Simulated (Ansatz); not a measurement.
`c1cn[nH]c1`, charge 0, multiplicity 1.

**Question.** Give a relaxed structure at PBE0-D4/def2-TZVP (Ansatz). (An estimate is asked.)

**Answer.** Computed: 
Cartesian coordinates in Å:
```
C 0.548 0.760 0.386
C 0.081 -0.302 1.180
N -0.610 -1.179 0.469
N -0.591 -0.689 -0.769
C 0.089 0.469 -0.876
H 1.133 1.613 0.687
H 0.220 -0.464 2.239
H -1.060 -1.193 -1.500
H 0.192 0.987 -1.816
```
Point group Cs.
This is one stationary point; other conformers may exist.
